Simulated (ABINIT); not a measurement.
# Beyond one shot: AgBr (Fm-3m), part 2 of 3

Aim: iterate the self-energy on AgBr (Fm-3m) and follow the gap from cycle to cycle.

ABINIT 10.8.3; PBE and many-body steps on it, plane waves. Known limits of the many-body steps: not at the basis limit; d shell near the gap, gap tends to lie low; no spin-orbit coupling; coarse k mesh.

So far. Step 5 (evGW0, cycle 1): Against G0W0 in ABINIT (4×4×4 mesh, 136 bands, screening to 163.3 eV, Godby-Needs plasmon pole), the gap moves by +0.231 eV. This first cycle still uses the starting levels; it takes the full correction, at all points of the mesh, and its linearised value is 1.626 eV. Step 6 (evGW0, cycle 2): Against the cycle before, the gap moves by −0.066 eV.

The database entry behind the starting cell differs from later determinations by our own check (about 0.6 % short of the room-temperature cell), so it need not match the best structure at ambient conditions.

## Step 7: evGW0, cycle 3

Level of this step: evGW0 on PBE, plane waves, norm-conserving pseudopotentials (ABINIT).

Input file run.abi:

```
acell 3*1.0 Angstrom
rprim 
  -0.000000000000 2.870150000000 2.870150000000
  2.870150000000 0.000000000000 2.870150000000
  2.870150000000 2.870150000000 0.000000000000
ntypat 2
znucl 47 35
natom 2
typat 1 2
xred 
  0.000000000000 0.000000000000 0.000000000000
  0.500000000000 0.500000000000 0.500000000000
pp_dirpath "pseudos"
pseudos "Ag.upf, Br.upf"
ecut 37
ngkpt 4 4 4
nshiftk 1
shiftk 0 0 0
kptopt 1
chksymbreak 0
istwfk *1
occopt 1
irdwfk 1
optdriver 4
nband 136
gwcalctyp 10
ecutsigx 37
symsigma 1
nkptgw 8
kptgw 
  0.0000000000 0.0000000000 0.0000000000
  0.2500000000 0.0000000000 0.0000000000
  0.5000000000 0.0000000000 0.0000000000
  0.2500000000 0.2500000000 0.0000000000
  0.5000000000 0.2500000000 0.0000000000
  -0.2500000000 0.2500000000 0.0000000000
  0.5000000000 0.5000000000 0.0000000000
  -0.2500000000 0.5000000000 0.2500000000
bdgw 
  6 21
  6 21
  6 21
  6 21
  6 21
  6 21
  6 21
  6 21
ecuteps 6
irdscr 1
ppmodel 1
irdqps 1
indata_prefix "in"
outdata_prefix "out"
tmpdata_prefix "tmp"
```

On the command line:

```
$ OMP_NUM_THREADS=1 mpirun -n 4 abinit run.abi > log
```

The program printed:

```text
.Version 10.8.3 of ABINIT. v10.8.2 released Aug 2026.

 Symmetries : space group Fm -3 m (#225); Bravais cF (face-center cubic)
[... echo of the input left out ...]
== DATASET  1 ==================================================================
-   mpi_nproc: 4, omp_nthreads: 1 (-1 if OMP is not activated)

--- !DatasetInfo
iteration_state: {dtset: 1, }
dimensions: {natom: 2, nkpt: 8, mband: 136, nsppol: 1, nspinor: 1, nspden: 1, mpw: 3479, }
cutoff_energies: {ecut:  37.0, pawecutdg:  -1.0, }
[...]
.  kptgw no:  3; Maximum DeltaE = (   0.001   0.000) for band index: 12
[...]
.  kptgw no:  7; Maximum DeltaE = (   0.003  -0.003) for band index:  1
.  kptgw no:  8; Maximum DeltaE = (   0.002  -0.003) for band index: 16

== END DATASET(S) ==============================================================
================================================================================

 -outvars: echo values of variables after computation  --------
           etotal      0.0000000000E+00
            nband         136
             nkpt           8
          spgroup         225
 [... the other variables as echoed above ...]

 Calculation completed.
```

The job ended after 4 min (4 MPI ranks of Arm Neoverse V1, shared host; peak memory 1.6 GiB).

Numbers from this step:

```
quasiparticle gap on the mesh                         : 1.792 eV
gap of the density functional on the mesh             : 0.6721 eV
k of the valence top                                  : 0.5, 0, 0
k of the conduction bottom                            : 0, 0, 0
least direct quasiparticle gap on the computed points : 3.935 eV
```

Against the cycle before, the gap moves by +0.001 eV.

## Step 8: Screening, 4×4×4 mesh, 136 bands, screening to 163.3 eV

This step: RPA screening on PBE, plane waves, norm-conserving pseudopotentials.

Input file run.abi:

```
acell 3*1.0 Angstrom
rprim 
  -0.000000000000 2.870150000000 2.870150000000
  2.870150000000 0.000000000000 2.870150000000
  2.870150000000 2.870150000000 0.000000000000
ntypat 2
znucl 47 35
natom 2
typat 1 2
xred 
  0.000000000000 0.000000000000 0.000000000000
  0.500000000000 0.500000000000 0.500000000000
pp_dirpath "pseudos"
pseudos "Ag.upf, Br.upf"
ecut 37
ngkpt 4 4 4
nshiftk 1
shiftk 0 0 0
kptopt 1
chksymbreak 0
istwfk *1
occopt 1
irdwfk 1
optdriver 3
nband 136
ecuteps 6
inclvkb 2
awtr 1
symchi 1
gwcalctyp 10
mbpt_sciss 1.336 eV
nqptdm 1
qptdm 
  0 0 0
indata_prefix "in"
outdata_prefix "out"
tmpdata_prefix "tmp"
```

The program printed:

```text
.Version 10.8.3 of ABINIT. v10.8.2 released Aug 2026.

 Symmetries : space group Fm -3 m (#225); Bravais cF (face-center cubic)
[... echo of the input left out ...]
== DATASET  1 ==================================================================
-   mpi_nproc: 4, omp_nthreads: 1 (-1 if OMP is not activated)

--- !DatasetInfo
iteration_state: {dtset: 1, }
dimensions: {natom: 2, nkpt: 8, mband: 136, nsppol: 1, nspinor: 1, nspden: 1, mpw: 3479, }
cutoff_energies: {ecut:  37.0, pawecutdg:  -1.0, }
electrons: {nelect:   2.60000000E+01, charge:   0.00000000E+00, occopt:   1.00000000E+00, tsmear:   1.00000000E-02, }

 SCREENING: Calculation of the susceptibility and dielectric matrices

 Based on a program developped by R.W. Godby, V. Olevano, G. Onida, and L. Reining.
 Incorporated in ABINIT by V. Olevano, G.-M. Rignanese, and M. Torrent.
.Using double precision arithmetic ; gwpc =  8

[... cell and pseudopotentials left out ...]
--------------------------------------------------------------------------------

 ==== K-mesh for the wavefunctions ====
 Number of points in the irreducible wedge :     8
[... list of points left out ...]
 Together with 48 symmetry operations and time-reversal symmetry
 yields    64 points in the full Brillouin Zone.

 ==== Q-mesh for the screening function ====
 Number of points in the irreducible wedge :     8
[... list of points left out ...]
 Together with 48 symmetry operations and time-reversal symmetry
 yields    64 points in the full Brillouin Zone.

 setmesh: FFT mesh size selected  =    30x   30x   30
          total number of points  =        27000

 vcoul_init : cutoff-mode = AUXILIARY_FUNCTION
 q-points for optical limit:   1
     1)      0.000010    0.000020    0.000030

 Dielectric matrix will be calculated only for some
 selected q points provided by the user through the input variables
 nqptdm and qptdm

- screening: taking advantage of time-reversal symmetry
- Maximum band index for partially occupied states nbvw = 13
- Remaining bands to be divided among processors   nbcw = 123
- Number of bands treated by each node ~30

 rdqps: reading QP wavefunctions of the previous step
        looking for file in_QPS
 file not found, 1st iteration initialized with KS eigenelements

 screening : performing a first self-consistency
 update of the energies in W by a scissor operator
 applying a scissor operator of [eV] :   1.336

 Number of electrons calculated from density =   26.0000; Expected =   26.0000
 average of density, n =  0.081477
 r_s =    1.4310
 omega_plasma =   27.5342 [eV]

 calculating chi0 at frequencies [eV] :
  1    0.000000E+00    0.000000E+00
  2    0.000000E+00    2.753418E+01

--------------------------------------------------------------------------------
  q-point number  1        q = ( 0.000000, 0.000000, 0.000000) [r.l.u.]
--------------------------------------------------------------------------------
[... chi0 elements left out ...]
 For q-point:  0.000010 0.000020 0.000030
  dielectric constant =   5.6269
  dielectric constant without local fields =   6.0667

  Average fulfillment of the sum rule on Im[epsilon] for q-point    1 :     77.29  [%]
[... wings left out ...]
== END DATASET(S) ==============================================================
================================================================================

 -outvars: echo values of variables after computation  --------
           etotal      0.0000000000E+00
            nband         136
             nkpt           8
          spgroup         225
 [... the other variables as echoed above ...]

 Calculation completed.
```

Wall time 8.1 s (4 MPI ranks); peak memory 0.83 GiB; 32 s of CPU time.

Numbers from this step:

```
ε∞ with local fields, on this mesh, along the program's q direction : 5.627
the same without local fields                                       : 6.067
plasma frequency                                                    : 27.53 eV
plane waves in the screening matrix                                 : 229
```

This screening uses the functional's bands under a rigid shift, the mean opening of the cycle before.

## Step 9: Screening, 4×4×4 mesh, 136 bands, screening to 163.3 eV

This step: RPA screening on PBE from quasiparticle energies, plane waves, norm-conserving pseudopotentials.

Changes to run.abi since step 8:

```diff
@@ -29,7 +29,13 @@
 symchi 1
+irdqps 1
 gwcalctyp 10
-mbpt_sciss 1.336 eV
-nqptdm 1
+nqptdm 7
 qptdm 
-  0 0 0
+  0.2500000000 0.0000000000 0.0000000000
+  0.5000000000 0.0000000000 0.0000000000
+  0.2500000000 0.2500000000 0.0000000000
+  0.5000000000 0.2500000000 0.0000000000
+  -0.2500000000 0.2500000000 0.0000000000
+  0.5000000000 0.5000000000 0.0000000000
+  -0.2500000000 0.5000000000 0.2500000000
 indata_prefix "in"
```

Input file mrgscr.stdin:

```
2
merged
q0_SCR
out_SCR
1
```

On the command line:

```
$ OMP_NUM_THREADS=1 mpirun -n 4 abinit run.abi > log; mrgscr < mrgscr.stdin
```

The program printed:

```text
.Version 10.8.3 of ABINIT. v10.8.2 released Aug 2026.

 Symmetries : space group Fm -3 m (#225); Bravais cF (face-center cubic)
[... echo of the input left out ...]
== DATASET  1 ==================================================================
-   mpi_nproc: 4, omp_nthreads: 1 (-1 if OMP is not activated)

--- !DatasetInfo
iteration_state: {dtset: 1, }
dimensions: {natom: 2, nkpt: 8, mband: 136, nsppol: 1, nspinor: 1, nspden: 1, mpw: 3479, }
cutoff_energies: {ecut:  37.0, pawecutdg:  -1.0, }
[...]
q-point number  1        q = ( 0.250000, 0.000000, 0.000000) [r.l.u.]
--------------------------------------------------------------------------------
[... chi0 elements left out ...]
  Average fulfillment of the sum rule on Im[epsilon] for q-point    2 :     90.91  [%]

--------------------------------------------------------------------------------
  q-point number  2        q = ( 0.500000, 0.000000, 0.000000) [r.l.u.]
--------------------------------------------------------------------------------
[... chi0 elements left out ...]
  Average fulfillment of the sum rule on Im[epsilon] for q-point    3 :     84.86  [%]

 [... 5 further q-points ...]
```

Run time: 38 s. Hardware: 4 MPI ranks; peak memory 0.98 GiB.

This step gave:

* plasma frequency: 27.53 eV
* plane waves in the screening matrix: 229

This screening reads the quasiparticle levels of the cycle before.

## Step 10: evGW, cycle 1

This step: evGW on PBE, plane waves, norm-conserving pseudopotentials.

Changes to run.abi since step 9:

```diff
@@ -23,12 +23,10 @@
 irdwfk 1
-optdriver 3
+optdriver 4
 nband 136
-ecuteps 6
-inclvkb 2
-awtr 1
-symchi 1
-irdqps 1
 gwcalctyp 10
-nqptdm 7
-qptdm 
+ecutsigx 37
+symsigma 1
+nkptgw 8
+kptgw 
+  0.0000000000 0.0000000000 0.0000000000
   0.2500000000 0.0000000000 0.0000000000
@@ -40,2 +38,15 @@
   -0.2500000000 0.5000000000 0.2500000000
+bdgw 
+  6 21
+  6 21
+  6 21
+  6 21
+  6 21
+  6 21
+  6 21
+  6 21
+ecuteps 6
+irdscr 1
+ppmodel 1
+irdqps 1
 indata_prefix "in"
```

On the command line:

```
$ OMP_NUM_THREADS=1 mpirun -n 4 abinit run.abi > log
```

The program printed:

```text
.Version 10.8.3 of ABINIT. v10.8.2 released Aug 2026.

 Symmetries : space group Fm -3 m (#225); Bravais cF (face-center cubic)
[... echo of the input left out ...]
== DATASET  1 ==================================================================
-   mpi_nproc: 4, omp_nthreads: 1 (-1 if OMP is not activated)

--- !DatasetInfo
iteration_state: {dtset: 1, }
dimensions: {natom: 2, nkpt: 8, mband: 136, nsppol: 1, nspinor: 1, nspden: 1, mpw: 3479, }
cutoff_energies: {ecut:  37.0, pawecutdg:  -1.0, }
[...]
.  kptgw no:  3; Maximum DeltaE = (   0.189  -0.002) for band index:  2
[...]
.  kptgw no:  7; Maximum DeltaE = (   0.218   0.000) for band index:  5
.  kptgw no:  8; Maximum DeltaE = (   0.143   0.000) for band index: 16

== END DATASET(S) ==============================================================
================================================================================

 -outvars: echo values of variables after computation  --------
           etotal      0.0000000000E+00
            nband         136
             nkpt           8
          spgroup         225
 [... the other variables as echoed above ...]

 Calculation completed.
```

The job ended after 4 min (4 MPI ranks; peak memory 1.6 GiB; 16 min of CPU time).

This step gave:

| Item | Value |
| --- | --- |
| quasiparticle gap on the mesh | 2.068 eV |
| gap of the density functional on the mesh | 0.6721 eV |
| k of the valence top | 0.5, 0, 0 |
| k of the conduction bottom | 0, 0, 0 |
| least direct quasiparticle gap on the computed points | 4.205 eV |

Against G0W0 in ABINIT (4×4×4 mesh, 136 bands, screening to 163.3 eV, Godby-Needs plasmon pole), the gap moves by +0.442 eV.

## Step 11: Screening, 4×4×4 mesh, 136 bands, screening to 163.3 eV

This step: RPA screening on PBE, plane waves, norm-conserving pseudopotentials.

Input file run.abi:

```
acell 3*1.0 Angstrom
rprim 
  -0.000000000000 2.870150000000 2.870150000000
  2.870150000000 0.000000000000 2.870150000000
  2.870150000000 2.870150000000 0.000000000000
ntypat 2
znucl 47 35
natom 2
typat 1 2
xred 
  0.000000000000 0.000000000000 0.000000000000
  0.500000000000 0.500000000000 0.500000000000
pp_dirpath "pseudos"
pseudos "Ag.upf, Br.upf"
ecut 37
ngkpt 4 4 4
nshiftk 1
shiftk 0 0 0
kptopt 1
chksymbreak 0
istwfk *1
occopt 1
irdwfk 1
optdriver 3
nband 136
ecuteps 6
inclvkb 2
awtr 1
symchi 1
gwcalctyp 10
mbpt_sciss 1.650 eV
nqptdm 1
qptdm 
  0 0 0
indata_prefix "in"
outdata_prefix "out"
tmpdata_prefix "tmp"
```

The program printed:

```text
.Version 10.8.3 of ABINIT. v10.8.2 released Aug 2026.

 Symmetries : space group Fm -3 m (#225); Bravais cF (face-center cubic)
[... echo of the input left out ...]
== DATASET  1 ==================================================================
-   mpi_nproc: 4, omp_nthreads: 1 (-1 if OMP is not activated)

--- !DatasetInfo
iteration_state: {dtset: 1, }
dimensions: {natom: 2, nkpt: 8, mband: 136, nsppol: 1, nspinor: 1, nspden: 1, mpw: 3479, }
cutoff_energies: {ecut:  37.0, pawecutdg:  -1.0, }
[...]
[... chi0 elements left out ...]
 For q-point:  0.000010 0.000020 0.000030
  dielectric constant =   5.4237
  dielectric constant without local fields =   5.8442

  Average fulfillment of the sum rule on Im[epsilon] for q-point    1 :     77.85  [%]
[... wings left out ...]
== END DATASET(S) ==============================================================
================================================================================

 -outvars: echo values of variables after computation  --------
           etotal      0.0000000000E+00
            nband         136
             nkpt           8
          spgroup         225
 [... the other variables as echoed above ...]

 Calculation completed.
```

Wall time 8.1 s (4 MPI ranks); peak memory 0.82 GiB; 32 s of CPU time.

Numbers from this step:

- ε∞ with local fields, on this mesh, along the program's q direction: 5.424
- the same without local fields: 5.844
- plasma frequency: 27.53 eV
- plane waves in the screening matrix: 229

This screening uses the functional's bands under a rigid shift, the mean opening of the cycle before.

## Step 12: Screening, 4×4×4 mesh, 136 bands, screening to 163.3 eV

This step: RPA screening on PBE from quasiparticle energies, plane waves, norm-conserving pseudopotentials.

Changes to run.abi since step 11:

```diff
@@ -29,7 +29,13 @@
 symchi 1
+irdqps 1
 gwcalctyp 10
-mbpt_sciss 1.650 eV
-nqptdm 1
+nqptdm 7
 qptdm 
-  0 0 0
+  0.2500000000 0.0000000000 0.0000000000
+  0.5000000000 0.0000000000 0.0000000000
+  0.2500000000 0.2500000000 0.0000000000
+  0.5000000000 0.2500000000 0.0000000000
+  -0.2500000000 0.2500000000 0.0000000000
+  0.5000000000 0.5000000000 0.0000000000
+  -0.2500000000 0.5000000000 0.2500000000
 indata_prefix "in"
```

mrgscr.stdin is that of step 9.

On the command line:

```
$ OMP_NUM_THREADS=1 mpirun -n 4 abinit run.abi > log; mrgscr < mrgscr.stdin
```

The program printed:

```text
.Version 10.8.3 of ABINIT. v10.8.2 released Aug 2026.

 Symmetries : space group Fm -3 m (#225); Bravais cF (face-center cubic)
[... echo of the input left out ...]
== DATASET  1 ==================================================================
-   mpi_nproc: 4, omp_nthreads: 1 (-1 if OMP is not activated)

--- !DatasetInfo
iteration_state: {dtset: 1, }
dimensions: {natom: 2, nkpt: 8, mband: 136, nsppol: 1, nspinor: 1, nspden: 1, mpw: 3479, }
cutoff_energies: {ecut:  37.0, pawecutdg:  -1.0, }
[...]
q-point number  1        q = ( 0.250000, 0.000000, 0.000000) [r.l.u.]
--------------------------------------------------------------------------------
[... chi0 elements left out ...]
  Average fulfillment of the sum rule on Im[epsilon] for q-point    2 :     92.12  [%]

--------------------------------------------------------------------------------
  q-point number  2        q = ( 0.500000, 0.000000, 0.000000) [r.l.u.]
--------------------------------------------------------------------------------
[... chi0 elements left out ...]
  Average fulfillment of the sum rule on Im[epsilon] for q-point    3 :     85.66  [%]

 [... 5 further q-points ...]
```

Run time: 38 s. Hardware: 4 MPI ranks; peak memory 0.98 GiB; 2.5 min of CPU time.

This step gave:

```yaml
plasma_frequency: 27.53 eV
plane_waves_in_the_screening_matrix: 229
```

This screening reads the quasiparticle levels of the cycle before.

## Step 13: evGW, cycle 2

This step: evGW on PBE, plane waves, norm-conserving pseudopotentials.

Changes to run.abi since step 12:

```diff
@@ -23,12 +23,10 @@
 irdwfk 1
-optdriver 3
+optdriver 4
 nband 136
-ecuteps 6
-inclvkb 2
-awtr 1
-symchi 1
-irdqps 1
 gwcalctyp 10
-nqptdm 7
-qptdm 
+ecutsigx 37
+symsigma 1
+nkptgw 8
+kptgw 
+  0.0000000000 0.0000000000 0.0000000000
   0.2500000000 0.0000000000 0.0000000000
@@ -40,2 +38,15 @@
   -0.2500000000 0.5000000000 0.2500000000
+bdgw 
+  6 21
+  6 21
+  6 21
+  6 21
+  6 21
+  6 21
+  6 21
+  6 21
+ecuteps 6
+irdscr 1
+ppmodel 1
+irdqps 1
 indata_prefix "in"
```

On the command line:

```
$ OMP_NUM_THREADS=1 mpirun -n 4 abinit run.abi > log
```

The program printed:

```text
.Version 10.8.3 of ABINIT. v10.8.2 released Aug 2026.

 Symmetries : space group Fm -3 m (#225); Bravais cF (face-center cubic)
[... echo of the input left out ...]
== DATASET  1 ==================================================================
-   mpi_nproc: 4, omp_nthreads: 1 (-1 if OMP is not activated)

--- !DatasetInfo
iteration_state: {dtset: 1, }
dimensions: {natom: 2, nkpt: 8, mband: 136, nsppol: 1, nspinor: 1, nspden: 1, mpw: 3479, }
cutoff_energies: {ecut:  37.0, pawecutdg:  -1.0, }
[...]
.  kptgw no:  3; Maximum DeltaE = (   0.021  -0.001) for band index:  4
[...]
.  kptgw no:  7; Maximum DeltaE = (  -0.024  -0.000) for band index:  8
.  kptgw no:  8; Maximum DeltaE = (   0.015  -0.006) for band index:  5

== END DATASET(S) ==============================================================
================================================================================

 -outvars: echo values of variables after computation  --------
           etotal      0.0000000000E+00
            nband         136
             nkpt           8
          spgroup         225
 [... the other variables as echoed above ...]

 Calculation completed.
```

Elapsed: 4 min, on 4 MPI ranks; peak memory 1.6 GiB.

This step gave:

```yaml
quasiparticle_gap_on_the_mesh: 2.116 eV
gap_of_the_density_functional_on_the_mesh: 0.6721 eV
k_of_the_valence_top: 0.5, 0, 0
k_of_the_conduction_bottom: 0, 0, 0
least_direct_quasiparticle_gap_on_the_computed_points: 4.247 eV
```

Against the cycle before, the gap moves by +0.048 eV.

## Step 14: Screening, 4×4×4 mesh, 136 bands, screening to 163.3 eV

This step: RPA screening on PBE, plane waves, norm-conserving pseudopotentials.

Input file run.abi:

```
acell 3*1.0 Angstrom
rprim 
  -0.000000000000 2.870150000000 2.870150000000
  2.870150000000 0.000000000000 2.870150000000
  2.870150000000 2.870150000000 0.000000000000
ntypat 2
znucl 47 35
natom 2
typat 1 2
xred 
  0.000000000000 0.000000000000 0.000000000000
  0.500000000000 0.500000000000 0.500000000000
pp_dirpath "pseudos"
pseudos "Ag.upf, Br.upf"
ecut 37
ngkpt 4 4 4
nshiftk 1
shiftk 0 0 0
kptopt 1
chksymbreak 0
istwfk *1
occopt 1
irdwfk 1
optdriver 3
nband 136
ecuteps 6
inclvkb 2
awtr 1
symchi 1
gwcalctyp 10
mbpt_sciss 1.703 eV
nqptdm 1
qptdm 
  0 0 0
indata_prefix "in"
outdata_prefix "out"
tmpdata_prefix "tmp"
```

The program printed:

```text
.Version 10.8.3 of ABINIT. v10.8.2 released Aug 2026.

 Symmetries : space group Fm -3 m (#225); Bravais cF (face-center cubic)
[... echo of the input left out ...]
== DATASET  1 ==================================================================
-   mpi_nproc: 4, omp_nthreads: 1 (-1 if OMP is not activated)

--- !DatasetInfo
iteration_state: {dtset: 1, }
dimensions: {natom: 2, nkpt: 8, mband: 136, nsppol: 1, nspinor: 1, nspden: 1, mpw: 3479, }
cutoff_energies: {ecut:  37.0, pawecutdg:  -1.0, }
[...]
[... chi0 elements left out ...]
 For q-point:  0.000010 0.000020 0.000030
  dielectric constant =   5.3914
  dielectric constant without local fields =   5.8088

  Average fulfillment of the sum rule on Im[epsilon] for q-point    1 :     77.94  [%]
[... wings left out ...]
== END DATASET(S) ==============================================================
================================================================================

 -outvars: echo values of variables after computation  --------
           etotal      0.0000000000E+00
            nband         136
             nkpt           8
          spgroup         225
 [... the other variables as echoed above ...]

 Calculation completed.
```

Wall time 8 s (4 MPI ranks); peak memory 0.83 GiB.

Numbers from this step:

```yaml
eps_infinity_with_local_fields_on_this_mesh_along_the_program_s_q_direction: 5.391
the_same_without_local_fields: 5.809
plasma_frequency: 27.53 eV
plane_waves_in_the_screening_matrix: 229
```

This screening uses the functional's bands under a rigid shift, the mean opening of the cycle before.

[end of part 2 of 3]

[Paths, hosts, dates, memory and timing lines, banners, echoed tables and standing remarks are left out of the program output.]

[Logs are printed without paths, hosts, clocks, repeated set-up lines and the standing remarks that a program may print on its own settings, such as how far it seeks lower states.]

[Runs of the session that timed out or met a known fault of the program may be left out.]

[Hosts, paths, dates, database ids (printed as entryN), source tags and the programs' standing remarks are cut or masked in the printed files.]

[G0W0 gaps are taken among the corrected bands and points alone; a level outside them can change the order at an edge.]

[Where Ansatz stands beside ABINIT at settings called matched, ABINIT's density can come from a denser mesh and the files from another edition; pairs whose starting gaps differed by over 0.03 eV were left out, so agreement reads better than it is.]
